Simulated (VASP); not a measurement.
# AlN (P6_3/mmc) in VASP: single point with PBE0

Aim: the single point of AlN with PBE0.

Everything below comes from runs of VASP 6.6.1. Logs are shortened: lines on timing, memory, paths and dates and some standing lists are left out, and cuts for length are marked.

### Step 1. The crystal as given

The structure is hexagonal, space group P6_3/mmc (No. 194). The conventional cell has a = 3.301 Å, b = 3.301 Å, c = 4.138 Å, α = 90.00°, β = 90.00°, γ = 120.00°. Al (site symmetry -6m2) has 5 N at 1.91 to 2.07 Å as nearest neighbours. Around N (site symmetry -6m2) lie 5 Al at 1.91 to 2.07 Å.

Measurements of this composition are mostly on another form, of space group No. 186.

### Step 2. Single point, PBE0

The input, POSCAR:

```
AlN
1.0
    3.3007800000      0.0000000000      0.0000000000
   -1.6503900000      2.8585600000      0.0000000000
    0.0000000000      0.0000000000      4.1384300000
Al N
2 2
Direct
    0.3333300000      0.6666700000      0.7500000000
    0.6666700000      0.3333300000      0.2500000000
    0.3333300000      0.6666700000      0.2500000000
    0.6666700000      0.3333300000      0.7500000000
```

The input, INCAR.step1:

```
  ALGO = Normal
  EDIFF = 1E-5
  ENCUT = 520
  GGA = PE
  ISIF = 2
  ISMEAR = 0
  LASPH = True
  LCHARG = False
  LREAL = False
  LWAVE = True
  NELM = 80
  PREC = Accurate
  SIGMA = 0.02
```

The input, INCAR.step2:

```
  AEXX = 0.25
  ALGO = Normal
  EDIFF = 1E-7
  ENCUT = 520
  GGA = PE
  HFRCUT = -1
  ISIF = 2
  ISMEAR = 0
  ISTART = 1
  LASPH = True
  LCHARG = False
  LHFCALC = True
  LREAL = False
  LWAVE = False
  NELM = 80
  PREC = Accurate
  PRECFOCK = Fast
  SIGMA = 0.02
```

The input, KPOINTS:

```
k-points
0
Gamma
  6 6 4
```

Potentials or basis: VASP PAW PBE potentials, release 64 (Al, N).

The run is started by

```bash
$ cat potpaw_PBE.64/Al/POTCAR potpaw_PBE.64/N/POTCAR > POTCAR
$ cp INCAR.step1 INCAR
$ mpirun -np 1 vasp_std > vasp.out
$ cp INCAR.step2 INCAR
$ mpirun -np 1 vasp_std > vasp.out
```

OUTCAR:

```text
AEXX = 0.25
   EDIFF = 1E-7
   ENCUT = 520
   GGA = PE
   ISIF = 2
   ISMEAR = 0
   ISTART = 1
   LASPH = True
   LHFCALC = True
   LREAL = False
   NELM = 80
   PREC = Accurate
   PRECFOCK = Fast

 ion  position               nearest neighbor table
   1  0.333  0.667  0.750-   4 1.91   4 1.91   4 1.91   3 2.07   3 2.07   2 2.81   2 2.81   2 2.81
                             2 2.81   2 2.81   2 2.81
   2  0.667  0.333  0.250-   3 1.91   3 1.91   3 1.91   4 2.07   4 2.07   1 2.81   1 2.81   1 2.81
                             1 2.81   1 2.81   1 2.81
   3  0.333  0.667  0.250-   2 1.91   2 1.91   2 1.91   1 2.07   1 2.07
   4  0.667  0.333  0.750-   1 1.91   1 1.91   1 1.91   2 2.07   2 2.07

  LATTYP: Found a hexagonal cell.
 ALAT       =     3.3007800000
 C/A-ratio  =     1.2537733505

  Lattice vectors:

 A1 = (   3.3007800000,   0.0000000000,   0.0000000000)
 A2 = (  -1.6503900000,   2.8585600000,   0.0000000000)
 A3 = (   0.0000000000,   0.0000000000,   4.1384300000)

Analysis of symmetry for initial positions (statically):
=====================================================================
 Subroutine PRICEL returns:
 Original cell was already a primitive cell.

 Routine SETGRP: Setting up the symmetry group for a
 hexagonal supercell.

 Subroutine GETGRP returns: Found  8 space group operations
 (whereof  4 operations were pure point group operations)
 out of a pool of 24 trial point group operations.

The static configuration has the point symmetry C_2h.
 The point group associated with its full space group is D_2h.

Analysis of symmetry for dynamics (positions and initial velocities):
=====================================================================
 Subroutine PRICEL returns:
 Original cell was already a primitive cell.

 Routine SETGRP: Setting up the symmetry group for a
 hexagonal supercell.

 Subroutine GETGRP returns: Found  8 space group operations
 (whereof  4 operations were pure point group operations)
 out of a pool of 24 trial point group operations.

The dynamic configuration has the point symmetry C_2h.
 The point group associated with its full space group is D_2h.

 Subroutine INISYM returns: Found  8 space group operations
 (whereof  4 operations are pure point group operations),
 and found     1 'primitive' translations

----------------------------------------------------------------------------------------

                                     Primitive cell

  volume of cell :      39.0481

  direct lattice vectors                    reciprocal lattice vectors
     3.300780000  0.000000000  0.000000000     0.302958695  0.174913243  0.000000000
    -1.650390000  2.858560000  0.000000000     0.000000000  0.349826486  0.000000000
     0.000000000  0.000000000  4.138430000     0.000000000  0.000000000  0.241637529

  length of vectors
     3.300780000  3.300780578  4.138430000     0.349826547  0.349826486  0.241637529

  position of ions in fractional coordinates (direct lattice)
     0.333330000  0.666670000  0.750000000
     0.666670000  0.333330000  0.250000000
     0.333330000  0.666670000  0.250000000
     0.666670000  0.333330000  0.750000000

  ion indices of the primitive-cell ions
   primitive index   ion index
                 1           1
                 2           2
                 3           3
                 4           4

----------------------------------------------------------------------------------------

 KPOINTS: k-points

Automatic generation of k-mesh.
 Grid dimensions read from file:
 generate k-points for:    6    6    4

 Generating k-lattice:

  Cartesian coordinates                     Fractional coordinates (reciprocal lattice)
     0.050493116  0.029152207  0.000000000     0.166666667  0.000000000  0.000000000
     0.000000000  0.058304414  0.000000000     0.000000000  0.166666667  0.000000000
     0.000000000  0.000000000  0.060409382     0.000000000  0.000000000  0.250000000

  Length of vectors
     0.058304425  0.058304414  0.060409382

  Shift w.r.t. Gamma in fractional coordinates (k-lattice)
     0.000000000  0.000000000  0.000000000

 Subroutine IBZKPT returns following result:
 ===========================================

 Found     39 irreducible k-points:

 Following reciprocal coordinates:
            Coordinates               Weight
  0.000000  0.000000  0.000000      1.000000
  0.166667  0.000000  0.000000      4.000000
 -0.166667  0.166667  0.000000      2.000000
  0.333333  0.000000  0.000000      4.000000
 -0.333333  0.333333  0.000000      2.000000
  0.500000  0.000000  0.000000      2.000000
[... 16 lines left out ...]
  0.333333  0.166667  0.250000      8.000000
 -0.166667  0.500000  0.250000      8.000000
 [... further k-points ...]
   k-points           NKPTS =     39   k-points in BZ     NKDIM =    144   number of bands    NBANDS=     12
   number of dos      NEDOS =    301   number of ions     NIONS =      4
   total plane-waves  NPLWV =  25088
   dimension x,y,z NGX =    28 NGY =   28 NGZ =   32
   dimension x,y,z NGXF=    56 NGYF=   56 NGZF=   64
   ions per type =               2   2
   NGX,Y,Z   is equivalent  to a cutoff of  14.10, 14.10, 12.85 a.u.
   NGXF,Y,Z  is equivalent  to a cutoff of  28.20, 28.20, 25.71 a.u.
 SYSTEM =  unknown system
   PREC   = accura    normal or accurate (medium, high low for compatibility)
   ISTART =      1    job   : 0-new  1-cont  2-samecut
   ICHARG =      0    charge: 1-file 2-atom 10-const
   ISPIN  =      1    spin polarized calculation?
   LNONCOLLINEAR =      F non collinear calculations
   LSORBIT =      F    spin-orbit coupling
   LASPH  =      T    aspherical Exc in radial PAW
   ENCUT  =  520.0 eV  38.22 Ry    6.18 a.u.   6.14  6.14  7.69*2*pi/ulx,y,z
   NELM   =     80;   NELMIN=  2; NELMDL=  0     # of ELM steps
   EDIFF  = 0.1E-06   stopping-criterion for ELM
   LREAL  =      F    real-space projection
   EDIFFG = 0.1E-05   stopping-criterion for IOM
   NSW    =      0    number of steps for IOM
   IBRION =     -1    ionic relax: 0-MD 1-quasi-New 2-CG
   NFREE  =      0    steps in history (QN), initial steepest desc. (CG)
   ISIF   =      2    stress and relaxation
   ISYM   =      3    0-nonsym 1-usesym 2-fastsym
   POTIM  = 0.5000    time-step for ionic-motion
   TEBEG  =    0.0;   TEEND  =   0.0 temperature during run
   PSTRESS=    0.0 pullay stress
   NELECT =      16.0000    total number of electrons
   NUPDOWN=      -1.0000    fix difference up-down
   EMIN   =  10.00;   EMAX   =-10.00  energy-range for DOS
   EFERMI =   0.00;   METHOD = LEGACY
   ISMEAR =     0;   SIGMA  =   0.02  broadening in eV -4-tet -1-fermi 0-gaus
   EFERMI_NEDOS =   21; number of points for ismear=-14 and -15
   IALGO  =     38    algorithm
   IMIX   =      1    mixing-type and parameters
     AMIX     =   0.40;   BMIX     =  1.00
     AMIX_MAG =   1.60;   BMIX_MAG =  1.00
  volume/ion in A,a.u.               =       9.76        65.88
  Fermi-wavevector in a.u.,A,eV,Ry     =   1.215948  2.297808 20.116614  1.478529
  Thomas-Fermi vector in A             =   2.351318
   LORBIT       =      0    0 simple, 1 ext, 2 COOP (PROOUT), +10 PAW based schemes
   GGA     = PE    functional components
   LHFCALC =     T    Hartree Fock is set to
   PRECFOCK=fast      Normal, Fast or Accurate (Low or Medium for compatibility)
   ENCUT4O =  -1.0   cutoff for four orbital integrals eV
   NKREDX  =     1    reduce k-point grid by
   NKREDY  =     1    reduce k-point grid by
   NKREDZ  =     1    reduce k-point grid by
   AEXX    =    0.2500 exact exchange contribution
   HFSCREEN=    0.0000 screening length (either q_TF or 0.3 A-1)
   HFSCREENC=   0.0000 screening length for correlation (either q_TF or 0.3 A-1)
   ENCUTFOCK=  -1.0 apply spherical cutoff to Coloumb kernel
   IVDW    =     0    specifies the selected vdW correction
   LEPSILON=     F    determine dielectric tensor
   LRPA    =     F    only Hartree local field effects (RPA)
 non-spin polarized calculation
 Gauss-broadening in eV      SIGMA  =   0.02
  energy-cutoff  :      520.00
  volume of cell :       39.05
 maximum number of plane-waves:      1072
 NGX is ok and might be reduce to    28
  NGX = 14; NGY = 14; NGZ = 18

 number of electron      16.0000001 magnetization

 Free energy of the ion-electron system (eV)
  ---------------------------------------------------
  ext. energy  EPLUGINS =         0.00000000
  ---------------------------------------------------
  free energy    TOTEN  =       -36.26806131 eV

  energy without entropy =      -36.26806131  energy(sigma->0) =      -36.26806131

 E-fermi :   7.0409     XC(G=0):  -8.8479

 val. band max:        6.9121348478   @ k =   0.0000   0.0000   0.0000
 cond. band min:      12.3452668000   @ k =   0.0000   0.0000   0.0000
 fundamental gap:      5.4331319522
 Fermi energy:         7.0408776707

 k-point     1 :       0.0000    0.0000    0.0000
  band No.  band energies     occupation
      1     -11.6540      2.00000
      2      -7.6412      2.00000
      3      -0.6500      2.00000
      4       3.3182      2.00000
      5       3.3185      2.00000
      6       5.2112      2.00000
      7       5.2113      2.00000
      8       6.9121      2.00000
      9      12.3453      0.00000
     10      13.5703      0.00000
     11      17.5016      0.00000
     12      17.5018      0.00000

 k-point     2 :       0.1667    0.0000    0.0000
  band No.  band energies     occupation
      1     -11.3145      2.00000
      2      -7.6531      2.00000
      3      -0.2792      2.00000
      4       2.2349      2.00000
      5       2.8790      2.00000
      6       4.2292      2.00000
      7       5.3507      2.00000
      8       6.3324      2.00000
      9      13.5344      0.00000
     10      14.6313      0.00000
     11      16.7345      0.00000
     12      18.4007      0.00000
[... 301 lines left out ...]
 k-point    23 :       0.3333    0.1667    0.2500
  band No.  band energies     occupation
      1      -9.4435      2.00000
      2      -8.3820      2.00000
      3      -0.5935      2.00000
      4       0.4631      2.00000
      5       1.4584      2.00000
      6       3.7765      2.00000
      7       3.9703      2.00000
      8       5.5049      2.00000
      9      14.4875      0.00000
     10      15.1537      0.00000
     11      17.6675      0.00000
     12      18.6150      0.00000

 k-point    24 :      -0.1667    0.5000    0.2500
  band No.  band energies     occupation
      1      -9.4436      2.00000
      2      -8.3820      2.00000
      3      -0.5935      2.00000
      4       0.4631      2.00000
      5       1.4584      2.00000
      6       3.7765      2.00000
      7       3.9702      2.00000
      8       5.5049      2.00000
      9      14.4876      0.00000
     10      15.1536      0.00000
     11      17.6677      0.00000
     12      18.6150      0.00000

 [... further k-points ...]
[... 5 lines left out ...]
  --------------------------------------------------------------------------------------
  -------------------------------------------------------------------------------------
  Total       -0.6015176     -0.5999445     -0.2792270      0.0013625      0.0000000     -0.0000000
  in kB      -24.6808092    -24.6162662    -11.4569378      0.0559059      0.0000000     -0.0000000
  external PRESSURE =     -20.2513377 kB  Pullay stress =       0.0000000 kB

 VOLUME and BASIS-vectors are now :
 -----------------------------------------------------------------------------
  energy-cutoff  :      520.00
  volume of cell :       39.05
      direct lattice vectors                 reciprocal lattice vectors
     3.300780000  0.000000000  0.000000000     0.302958695  0.174913243  0.000000000
    -1.650390000  2.858560000  0.000000000     0.000000000  0.349826486  0.000000000
     0.000000000  0.000000000  4.138430000     0.000000000  0.000000000  0.241637529

 POSITION                                       TOTAL-FORCE (eV/Angst)
 -----------------------------------------------------------------------------------
     -0.00002      1.90572      3.10382         0.000488     -0.000282     -0.000000
      1.65041      0.95284      1.03461        -0.000488      0.000282      0.000000
     -0.00002      1.90572      1.03461         0.000523     -0.000302      0.000000
      1.65041      0.95284      3.10382        -0.000523      0.000302     -0.000000
 -----------------------------------------------------------------------------------
    total drift:                               -0.000000      0.000000     -0.000000

  FREE ENERGIE OF THE ION-ELECTRON SYSTEM (eV)
  ---------------------------------------------------
  free  energy   TOTEN  =       -36.2680613052 eV

  energy  without entropy=      -36.2680613052  energy(sigma->0) =      -36.26806131
```

Run time: 9.8 min. Hardware: 1 thread of Intel Xeon Platinum 8559C (Emerald Rapids), shared host; peak memory 0.17 GiB.

Results:

* Free energy: -36.2681 eV
* Pressure: -2.0 GPa
* Band gap on the k mesh: 5.43 eV, direct

Stress tensor (GPa, compression positive):
```
-2.47  0.01  0.00
 0.01 -2.46  0.00
 0.00  0.00 -1.15
```

Caveat: the PAW data sets were made with another functional, which shifts forces and pressure a little.
